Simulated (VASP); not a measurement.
# C₄H₁₀, nudged elastic band: which settings are enough?

C₄H₁₀, molecule in box, 14 atoms in the cell. PBE, nudged elastic band; PAW potentials C, H (PBE set). VASP 6.6.1.

Wanted: barrier within 0.02 eV.

Path: methyl rotation in trans-butane; Moving images: 3.

The series start from Cutoff ENCUT (eV): 400; SCF threshold EDIFF (eV): 1e-5; PREC: Normal; LREAL: no. Each series keeps the choices made before it, and each single choice may use up half of a tolerance. Times cover all steps of a run.

## Cutoff ENCUT (eV)

| Cutoff ENCUT (eV) | Barrier (eV) | Time (s) |
|---|---|---|
| 350 | 0.120 | 131 |
| 400 | 0.119 | 147 |
| 450 | 0.118 | 165 |
| 500 | 0.118 | 190 |
| 550 | 0.118 | 240 |
| 600 (reference) | 0.118 | 244 |

## SCF threshold EDIFF (eV)

| SCF threshold EDIFF (eV) | Barrier (eV) | Time (s) |
|---|---|---|
| 0.001 | 0.120 | 104 |
| 0.0001 | 0.120 | 108 |
| 1e-5 | 0.120 | 131 |
| 1e-6 (reference) | 0.120 | 180 |

## PREC

| PREC | Barrier (eV) | Time (s) |
|---|---|---|
| Normal | 0.120 | 104 |
| Accurate | 0.120 | 192 |

## LREAL

| LREAL | Barrier (eV) | Time (s) |
|---|---|---|
| no | 0.120 | 104 |
| Auto | 0.120 | 97 |

## Question

The rows run from the loosest to the tightest (no order: PREC, LREAL). For each series: choose the loosest value from which every tighter one stays within half of the tolerance; where there is no order, keep the first row unless others stay within half of the tolerance and take at least 30 % less time, and then take the fastest.

## Answer

- Cutoff ENCUT (eV): 350
- SCF threshold EDIFF (eV): 0.001
- PREC: Normal
- LREAL: no

## All choices together

| Input | Barrier (eV) | Time (s) |
|---|---|---|
| chosen settings | 0.120 | 104 |
| reference settings throughout | 0.118 | 346 |

The tolerance is met.

## The input

INCAR.step1:
```
SYSTEM = H5C2
  PREC = Normal
  ENCUT = 350
  EDIFF = 0.001
  ISMEAR = 0
  SIGMA = 0.01
  ISYM = 0
  LREAL = .FALSE.
  LASPH = .TRUE.
  NELM = 100
  ALGO = Normal
  LWAVE = .FALSE.
  LCHARG = .FALSE.
  IBRION = 2
  NSW = 100
  ISIF = 2
  EDIFFG = -0.02
  POTIM = 0.5
```

INCAR.step3, as INCAR.step1 but for:
```
- IBRION = 2
- NSW = 100
- ISIF = 2
- EDIFFG = -0.02
- POTIM = 0.5
+ IBRION = 1
+ POTIM = 0.3
+ NSW = 200
+ EDIFFG = -0.05
+ SPRING = -5
+ IMAGES = 3
```

KPOINTS:
```
k-points
0
Gamma
  1 1 1
```

00/POSCAR:
```
H5C2
1.0
   10.0000000000      0.0000000000      0.0000000000
    0.0000000000     11.5000000000      0.0000000000
    0.0000000000      0.0000000000      9.0000000000
C H
4 10
Direct
    0.5704984582      0.6586917031      0.4998749009
    0.5701710157      0.5259690688      0.4998748808
    0.4295563185      0.4740308467      0.4998749762
    0.4292291306      0.3413083746      0.4998749545
    0.6728187896      0.6942834776      0.4998726277
    0.3269090321      0.3057165799      0.4998725931
    0.5184938380      0.6932627009      0.5986259010
    0.5184938799      0.6932624199      0.4011235756
    0.4812335184      0.3067374062      0.5986262567
    0.4812335416      0.3067377701      0.4011232705
    0.6254427261      0.4933009231      0.4018618095
    0.6254437597      0.4933007819      0.5978866166
    0.3742842784      0.5066988828      0.4018619675
    0.3742832430      0.5066990645      0.5978867204
```

01/POSCAR:
```
H5C2
1.0
   10.0000000000      0.0000000000      0.0000000000
    0.0000000000     11.5000000000      0.0000000000
    0.0000000000      0.0000000000      9.0000000000
C H
4 10
Direct
    0.5704251602      0.6556275405      0.4997512445
    0.5701200510      0.5242504660      0.4998291306
    0.4293223188      0.4738920307      0.4998629922
    0.4293689169      0.3413607453      0.4998391496
    0.6569147764      0.6959160959      0.4442502601
    0.3273340057      0.3061794442      0.4998383012
    0.5697652403      0.6948078677      0.6115841493
    0.4832215365      0.6952762807      0.4443569490
    0.4810972906      0.3071912381      0.5983229485
    0.4810977601      0.3071880825      0.4013504731
    0.6251642235      0.4929167579      0.4017440911
    0.6252499876      0.4929227914      0.5978607172
    0.3744336647      0.5060878241      0.4020087797
    0.3745765977      0.5063828351      0.5976418648
```

02/POSCAR:
```
H5C2
1.0
   10.0000000000      0.0000000000      0.0000000000
    0.0000000000     11.5000000000      0.0000000000
    0.0000000000      0.0000000000      9.0000000000
C H
4 10
Direct
    0.5700802593      0.6583367826      0.4997944528
    0.5700802593      0.5257673913      0.4997944528
    0.4295640593      0.4742326087      0.4997944528
    0.4295640593      0.3416632174      0.4997944528
    0.6209416593      0.6932469565      0.4019116428
    0.3278412593      0.3067530435      0.4997944528
    0.6208821264      0.6922053913      0.5983848806
    0.4678356922      0.6922053913      0.5002055472
    0.4810067593      0.3077946087      0.5979737861
    0.4810067593      0.3077946087      0.4016151194
    0.6245928593      0.4936817391      0.4022867861
    0.6245928593      0.4936817391      0.5973021194
    0.3750514593      0.5063182609      0.4022867861
    0.3750514593      0.5063182609      0.5973021194
```

03/POSCAR:
```
H5C2
1.0
   10.0000000000      0.0000000000      0.0000000000
    0.0000000000     11.5000000000      0.0000000000
    0.0000000000      0.0000000000      9.0000000000
C H
4 10
Direct
    0.5704485679      0.6556433197      0.4999392337
    0.5700421449      0.5242822952      0.4997790500
    0.4292292094      0.4738807084      0.4997451050
    0.4293126988      0.3413617944      0.4997823549
    0.5700788003      0.6955815262      0.3886191452
    0.3272741650      0.3061686427      0.4997871505
    0.6571787092      0.6951756396      0.5559835776
    0.4835410667      0.6952707443      0.5558921175
    0.4810020994      0.3071940287      0.5982713383
    0.4810014414      0.3071844734      0.4013073038
    0.6251255363      0.4929483132      0.4017017714
    0.6250548383      0.4928716845      0.5978524676
    0.3744560483      0.5063619640      0.4019598863
    0.3743462036      0.5060748658      0.5976205488
```

04/POSCAR:
```
H5C2
1.0
   10.0000000000      0.0000000000      0.0000000000
    0.0000000000     11.5000000000      0.0000000000
    0.0000000000      0.0000000000      9.0000000000
C H
4 10
Direct
    0.5707756184      0.6587176061      0.5000728354
    0.5700179824      0.5260329495      0.4997635080
    0.4293728681      0.4740093640      0.4997546439
    0.4291162959      0.3413106800      0.4997797740
    0.5190272608      0.6936367154      0.4014239805
    0.3267890244      0.3056949596      0.4997898728
    0.6733012630      0.6939492290      0.5001870287
    0.5190280008      0.6932896376      0.5989376788
    0.4810417216      0.3067497898      0.5985321402
    0.4810411322      0.3067236379      0.4010460438
    0.6251971330      0.4933430011      0.4016615474
    0.6252302763      0.4932156412      0.5977508693
    0.3740421157      0.5066550675      0.4017307102
    0.3741108372      0.5066717211      0.5978104177
```

POSCAR.step1:
```
H5C2
1.0
   10.0000000000      0.0000000000      0.0000000000
    0.0000000000     11.5000000000      0.0000000000
    0.0000000000      0.0000000000      9.0000000000
C H
4 10
Direct
    0.5701217807      0.6583367826      0.4998743608
    0.5701217807      0.5257673913      0.4998743608
    0.4296055807      0.4742326087      0.4998743608
    0.4296055807      0.3416632174      0.4998743608
    0.6718445807      0.6932469565      0.4998743608
    0.3278827807      0.3067530435      0.4998743608
    0.5186790807      0.6922053913      0.5980536941
    0.5186790807      0.6922053913      0.4016950274
    0.4810482807      0.3077946087      0.5980536941
    0.4810482807      0.3077946087      0.4016950274
    0.6246343807      0.4936817391      0.4023666941
    0.6246343807      0.4936817391      0.5973820274
    0.3750929807      0.5063182609      0.4023666941
    0.3750929807      0.5063182609      0.5973820274
```

POSCAR.step2:
```
H5C2
1.0
   10.0000000000      0.0000000000      0.0000000000
    0.0000000000     11.5000000000      0.0000000000
    0.0000000000      0.0000000000      9.0000000000
C H
4 10
Direct
    0.5699972164      0.6583367826      0.4997944528
    0.5699972164      0.5257673913      0.4997944528
    0.4294810164      0.4742326087      0.4997944528
    0.4294810164      0.3416632174      0.4997944528
    0.5191358164      0.6932469565      0.4019116428
    0.3277582164      0.3067530435      0.4997944528
    0.6722417836      0.6922053913      0.5002055472
    0.5191953493      0.6922053913      0.5983848806
    0.4809237164      0.3077946087      0.5979737861
    0.4809237164      0.3077946087      0.4016151194
    0.6245098164      0.4936817391      0.4022867861
    0.6245098164      0.4936817391      0.5973021194
    0.3749684164      0.5063182609      0.4022867861
    0.3749684164      0.5063182609      0.5973021194
```

Commands (each step's output is kept before the next begins):
```
cat potpaw_PBE.64/C/POTCAR potpaw_PBE.64/H/POTCAR > POTCAR
cp INCAR.step1 INCAR
cp POSCAR.step1 POSCAR
mpirun -np 2 vasp_gam > vasp.out
cp POSCAR.step2 POSCAR
mpirun -np 2 vasp_gam > vasp.out
# 00 and 04 hold the relaxed ends, the second shifted as a whole so that the mean position stays; the images between are interpolated (pair-distance (IDPP), through a guessed midpoint)
cp INCAR.step3 INCAR
mpirun -np 3 vasp_gam > vasp.out
```

The chosen input took VASP 6.6.1 104 s on 3 cores (Intel Xeon Platinum 8488C (Sapphire Rapids)), a shared host.
